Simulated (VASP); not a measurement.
# Zr (P6/mmm) in VASP: relaxation of cell and atoms with PBE

Aim: the relaxation of cell and atoms of Zr with PBE.

Program: VASP 6.6.1. These are calculated values, not measurements. Logs are shortened: lines on timing, memory, paths and dates and some standing lists are left out, and cuts for length are marked.

### 1 The structure

It takes space group P6/mmm (No. 191, hexagonal). The conventional cell has a = 5.033 Å, b = 5.033 Å, c = 3.132 Å, α = 90.00°, β = 90.00°, γ = 120.00°. Around Zr (site symmetry -6m2) lie 11 Zr at 2.91 to 3.30 Å. Zr (site symmetry 6/mmm) is surrounded by 14 Zr at 3.13 to 3.30 Å.

The cell was built by a generator and needn't be a form met in nature.

### 2 Relaxation of cell and atoms, PBE

Contents of INCAR:

```
SYSTEM = Zr
ALGO     = Normal         ! electronic algorithm
EDIFF    = 1E-7           ! SCF threshold, eV
EDIFFG   = -0.004         ! ionic threshold
ENCUT    = 600            ! plane-wave cutoff, eV
GGA      = PE             ! functional
IBRION   = 2              ! ionic algorithm
ISIF     = 3              ! what is computed and relaxed
ISMEAR   = 0              ! smearing method
LASPH    = .True.         ! aspherical terms in the spheres
LCHARG   = .False.        ! write CHGCAR
LREAL    = .False.        ! projectors in reciprocal space
LWAVE    = .False.        ! write WAVECAR
NELM     = 100            ! most SCF steps
NSW      = 80             ! ionic steps
PREC     = Accurate       ! precision mode
SIGMA    = 0.1            ! smearing width, eV
```

Contents of KPOINTS:

```
k-points
0
Gamma
  12 12 14
  0 0 0
```

Contents of POSCAR:

```
Zr
1.0
    5.0328000000      0.0000000000      0.0000000000
   -2.5164000000      4.3585326500      0.0000000000
    0.0000000000      0.0000000000      3.1324000000
Zr
3
Direct
    0.6666666700      0.3333333300      0.5000000000
    0.3333333300      0.6666666700      0.5000000000
    0.0000000000      0.0000000000      0.0000000000
```

Potentials or basis: VASP PAW PBE potentials, release 64 (Zr_sv).

Command:

```bash
cat potpaw_PBE.64/Zr_sv/POTCAR > POTCAR
mpirun -np 1 vasp_std > vasp.out
```

OUTCAR:

```text
SYSTEM = Zr
   EDIFF = 1E-7
   EDIFFG = -0.004
   ENCUT = 600
   GGA = PE
   IBRION = 2
   ISIF = 3
   ISMEAR = 0
   LASPH = .True.
   LREAL = .False.
   NELM = 100
   NSW = 80
   PREC = Accurate

 ion  position               nearest neighbor table
   1  0.667  0.333  0.500-   2 2.91   2 2.91   2 2.91   3 3.30   3 3.30   3 3.30   3 3.30   3 3.30
                             3 3.30
   2  0.333  0.667  0.500-   1 2.91   1 2.91   1 2.91   3 3.30   3 3.30   3 3.30   3 3.30   3 3.30
                             3 3.30
   3  0.000  0.000  0.000-   1 3.30   2 3.30   1 3.30   2 3.30   2 3.30   2 3.30   1 3.30   1 3.30
                             1 3.30   1 3.30   2 3.30   2 3.30

  LATTYP: Found a hexagonal cell.
 ALAT       =     5.0328000000
 C/A-ratio  =     0.6223970752

  Lattice vectors:

 A1 = (   5.0328000000,   0.0000000000,   0.0000000000)
 A2 = (  -2.5164000000,   4.3585326500,   0.0000000000)
 A3 = (   0.0000000000,   0.0000000000,   3.1324000000)

Analysis of symmetry for initial positions (statically):
=====================================================================
 Subroutine PRICEL returns:
 Original cell was already a primitive cell.

 Routine SETGRP: Setting up the symmetry group for a
 hexagonal supercell.

 Subroutine GETGRP returns: Found 24 space group operations
 (whereof 24 operations were pure point group operations)
 out of a pool of 24 trial point group operations.

The static configuration has the point symmetry D_6h.

Analysis of symmetry for dynamics (positions and initial velocities):
=====================================================================
 Subroutine PRICEL returns:
 Original cell was already a primitive cell.

 Routine SETGRP: Setting up the symmetry group for a
 hexagonal supercell.

 Subroutine GETGRP returns: Found 24 space group operations
 (whereof 24 operations were pure point group operations)
 out of a pool of 24 trial point group operations.

The dynamic configuration has the point symmetry D_6h.

 Subroutine INISYM returns: Found 24 space group operations
 (whereof 24 operations are pure point group operations),
 and found     1 'primitive' translations

----------------------------------------------------------------------------------------

                                     Primitive cell

  volume of cell :      68.7111

  direct lattice vectors                    reciprocal lattice vectors
     5.032800000  0.000000000  0.000000000     0.198696551  0.114717507  0.000000000
    -2.516400000  4.358532650  0.000000000     0.000000000  0.229435014  0.000000000
     0.000000000  0.000000000  3.132400000     0.000000000  0.000000000  0.319244030

  length of vectors
     5.032800000  5.032799998  3.132400000     0.229435014  0.229435014  0.319244030

  position of ions in fractional coordinates (direct lattice)
     0.666666670  0.333333330  0.500000000
     0.333333330  0.666666670  0.500000000
     0.000000000  0.000000000  0.000000000

  ion indices of the primitive-cell ions
   primitive index   ion index
                 1           1
                 2           2
                 3           3

----------------------------------------------------------------------------------------

 KPOINTS: k-points

Automatic generation of k-mesh.
 Grid dimensions read from file:
 generate k-points for:   12   12   14

 Generating k-lattice:

  Cartesian coordinates                     Fractional coordinates (reciprocal lattice)
     0.016558046  0.009559792  0.000000000     0.083333333  0.000000000  0.000000000
     0.000000000  0.019119585  0.000000000     0.000000000  0.083333333  0.000000000
     0.000000000  0.000000000  0.022803145     0.000000000  0.000000000  0.071428571

  Length of vectors
     0.019119585  0.019119585  0.022803145

  Shift w.r.t. Gamma in fractional coordinates (k-lattice)
     0.000000000  0.000000000  0.000000000

 Subroutine IBZKPT returns following result:
 ===========================================

 Found    152 irreducible k-points:

 Following reciprocal coordinates:
            Coordinates               Weight
  0.000000  0.000000  0.000000      1.000000
  0.083333  0.000000  0.000000      6.000000
  0.166667  0.000000  0.000000      6.000000
  0.250000  0.000000  0.000000      6.000000
  0.333333  0.000000  0.000000      6.000000
  0.416667  0.000000  0.000000      6.000000
[... 16 lines left out ...]
  0.250000  0.000000  0.071429     12.000000
  0.333333  0.000000  0.071429     12.000000
 [... further k-points ...]
   k-points           NKPTS =    152   k-points in BZ     NKDIM =    152   number of bands    NBANDS=     22
   number of dos      NEDOS =    301   number of ions     NIONS =      3
   total plane-waves  NPLWV =  44800
   dimension x,y,z NGX =    40 NGY =   40 NGZ =   28
   dimension x,y,z NGXF=    80 NGYF=   80 NGZF=   56
   ions per type =               3
   NGX,Y,Z   is equivalent  to a cutoff of  13.21, 13.21, 14.86 a.u.
   NGXF,Y,Z  is equivalent  to a cutoff of  26.43, 26.43, 29.72 a.u.
 SYSTEM =  Zr
   PREC   = accura    normal or accurate (medium, high low for compatibility)
   ISTART =      0    job   : 0-new  1-cont  2-samecut
   ICHARG =      2    charge: 1-file 2-atom 10-const
   ISPIN  =      1    spin polarized calculation?
   LNONCOLLINEAR =      F non collinear calculations
   LSORBIT =      F    spin-orbit coupling
   LASPH  =      T    aspherical Exc in radial PAW
   ENCUT  =  600.0 eV  44.10 Ry    6.64 a.u.  10.05 10.05  6.26*2*pi/ulx,y,z
   NELM   =    100;   NELMIN=  2; NELMDL= -5     # of ELM steps
   EDIFF  = 0.1E-06   stopping-criterion for ELM
   LREAL  =      F    real-space projection
   EDIFFG = -.4E-02   stopping-criterion for IOM
   NSW    =     80    number of steps for IOM
   IBRION =      2    ionic relax: 0-MD 1-quasi-New 2-CG
   NFREE  =      1    steps in history (QN), initial steepest desc. (CG)
   ISIF   =      3    stress and relaxation
   ISYM   =      2    0-nonsym 1-usesym 2-fastsym
   POTIM  = 0.5000    time-step for ionic-motion
   TEBEG  =    0.0;   TEEND  =   0.0 temperature during run
   PSTRESS=    0.0 pullay stress
   NELECT =      36.0000    total number of electrons
   NUPDOWN=      -1.0000    fix difference up-down
   EMIN   =  10.00;   EMAX   =-10.00  energy-range for DOS
   EFERMI =   0.00;   METHOD = LEGACY
   ISMEAR =     0;   SIGMA  =   0.10  broadening in eV -4-tet -1-fermi 0-gaus
   EFERMI_NEDOS =   21; number of points for ismear=-14 and -15
   IALGO  =     38    algorithm
   IMIX   =      4    mixing-type and parameters
     AMIX     =   0.40;   BMIX     =  1.00
     AMIX_MAG =   1.60;   BMIX_MAG =  1.00
  volume/ion in A,a.u.               =      22.90       154.56
  Fermi-wavevector in a.u.,A,eV,Ry     =   1.319775  2.494013 23.698714  1.741806
  Thomas-Fermi vector in A             =   2.449649
   LORBIT       =      0    0 simple, 1 ext, 2 COOP (PROOUT), +10 PAW based schemes
   GGA     = PE    functional components
   LHFCALC =     F    Hartree Fock is set to
   AEXX    =    0.0000 exact exchange contribution
   IVDW    =     0    specifies the selected vdW correction
   LEPSILON=     F    determine dielectric tensor
   LRPA    =     F    only Hartree local field effects (RPA)
 conjugate gradient relaxation of ions
 non-spin polarized calculation
 Gauss-broadening in eV      SIGMA  =   0.10
  energy-cutoff  :      600.00
  volume of cell :       68.71
 maximum number of plane-waves:      2328
   NGX = 21   NGY = 21   NGZ = 13

--------------------------------------- Ionic step        1  -------------------------------------------

 number of electron      36.0000000 magnetization

 Free energy of the ion-electron system (eV)
  ---------------------------------------------------
  ext. energy  EPLUGINS =         0.00000000
  ---------------------------------------------------
  free energy    TOTEN  =       -25.56513860 eV

  energy without entropy =      -25.54952758  energy(sigma->0) =      -25.55733309

------------------------ aborting loop because EDIFF is reached ----------------------------------------

  FORCE on cell =-STRESS in cart. coord.  units (eV):
  Direction    XX          YY          ZZ          XY          YZ          ZX
  --------------------------------------------------------------------------------------
  -------------------------------------------------------------------------------------
  Total        0.3189832      0.3189832      0.5359983      0.0000000     -0.0000000      0.0000000
  in kB        7.4379157      7.4379157     12.4981811      0.0000000     -0.0000000      0.0000000
  external PRESSURE =       9.1246708 kB  Pullay stress =       0.0000000 kB
[... 96 lines left out ...]
  energy  without entropy=      -25.5516275231  energy(sigma->0) =      -25.55938620

--------------------------------------- Ionic step        4  -------------------------------------------

 number of electron      36.0000000 magnetization

 Free energy of the ion-electron system (eV)
  ---------------------------------------------------
  ext. energy  EPLUGINS =         0.00000000
  ---------------------------------------------------
  free energy    TOTEN  =       -25.56719311 eV

  energy without entropy =      -25.55175282  energy(sigma->0) =      -25.55947296

 E-fermi :   8.9458     XC(G=0): -11.1124

 val. band max:        8.9448222036   @ k =   0.1667   0.0000   0.0714
 cond. band min:       8.9461592287   @ k =   0.0000   0.0000   0.0714
 fundamental gap:      0.0013370251
 Fermi energy:         8.9458114392

 k-point     1 :       0.0000    0.0000    0.0000
  band No.  band energies     occupation
      1     -39.9383      2.00000
      2     -39.6603      2.00000
      3     -39.4682      2.00000
      4     -18.0682      2.00000
      5     -18.0682      2.00000
      6     -18.0529      2.00000
[... 574 lines left out ...]
      6     -17.7871      2.00000
[... 14 lines left out ...]
     21       9.8095      0.00000
     22      10.2996      0.00000

 [... further k-points ...]

------------------------ aborting loop because EDIFF is reached ----------------------------------------

  FORCE on cell =-STRESS in cart. coord.  units (eV):
  Direction    XX          YY          ZZ          XY          YZ          ZX
  --------------------------------------------------------------------------------------
  -------------------------------------------------------------------------------------
  Total       -0.0024718     -0.0024718      0.0032384      0.0000000      0.0000000      0.0000000
  in kB       -0.0570987     -0.0570987      0.0748089      0.0000000      0.0000000      0.0000000
  external PRESSURE =      -0.0131295 kB  Pullay stress =       0.0000000 kB
[... 18 lines left out ...]
  FREE ENERGIE OF THE ION-ELECTRON SYSTEM (eV)
  ---------------------------------------------------
  free  energy   TOTEN  =       -25.5671931071 eV

  energy  without entropy=      -25.5517528219  energy(sigma->0) =      -25.55947296

 reached required accuracy - stopping structural energy minimisation
```

It took 9.7 min on 1 thread of Intel Xeon Platinum 8488C (Sapphire Rapids), shared host; peak memory 0.37 GiB.

What came out:

- Free energy: -25.5672 eV
- Relaxed volume: 23.12 Å³/atom
- Relaxed cell: a = 5.043 Å, b = 5.043 Å, c = 3.149 Å, α = 90.00°, β = 90.00°, γ = 120.00°
- Space group after relaxing (to 0.05 Å): P6/mmm (No. 191)
- Energy gained by relaxing: 0.7 meV/atom
- Ionic steps: 4
- Pressure after relaxing: 0.0 GPa
- Band gap on the k mesh: none (metal or under the smearing width)

Step by step:
| step | energy change (eV) | largest force (eV/Å) | pressure (GPa) | volume (Å³) |
| --- | --- | --- | --- | --- |
| 1 | 0.0000 | 0.0000 | 0.91 | 68.71 |
| 2 | -0.0002 | 0.0000 | -0.89 | 70.02 |
| 3 | -0.0020 | 0.0000 | -0.03 | 69.38 |
| 4 | -0.0021 | 0.0000 | 0.00 | 69.36 |

Final structure:
```
Zr
1.0
     5.04318    0.00000    0.00000
    -2.52159    4.36752    0.00000
     0.00000    0.00000    3.14884
Zr
3
Direct
  0.66667 0.33333 0.50000
  0.33333 0.66667 0.50000
  0.00000 0.00000 0.00000
```
